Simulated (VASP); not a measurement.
A run of VASP 6.6.1:

File INCAR:

```
SYSTEM = Cu
PREC = Accurate ; ENCUT = 520
EDIFF = 1E-7 ; ISMEAR = 0
SIGMA = 0.1 ; LREAL = .False.
LASPH = .True. ; NELM = 80
ALGO = Fast ; ISIF = 2
LWAVE = .False. ; LCHARG = .False.
GGA = PE ; NBANDS = 12
```

File KPOINTS:

```
Automatic mesh
0
Gamma
  6 6 6
  0 0 0
```

File POSCAR:

```
Cu                                      
1.0
    0.0000000000      1.8220074841      1.8220074841
    1.8220074841      0.0000000000      1.8220074841
    1.8220074841      1.8220074841     -0.0000000000
  Cu            
     1
Direct
     0.0000000000000000    0.0000000000000000    0.0000000000000000
```

Potentials or basis: VASP PAW PBE potentials, release 64 (Cu).

Launch:

```sh
$ cat potpaw_PBE.64/Cu/POTCAR > POTCAR
$ mpirun -np 1 vasp_std > vasp.out
```

Hardware: 1 thread of Intel(R) Xeon(R) 6975P-C (Granite Rapids), on a shared host.

Task: How long does it take, and how much memory?

Result: Wall time 2.5 s on 1 thread of Intel(R) Xeon(R) 6975P-C (Granite Rapids), on a shared host, peak memory 0.12 GiB. Counts: scf iterations 16, k points 16.
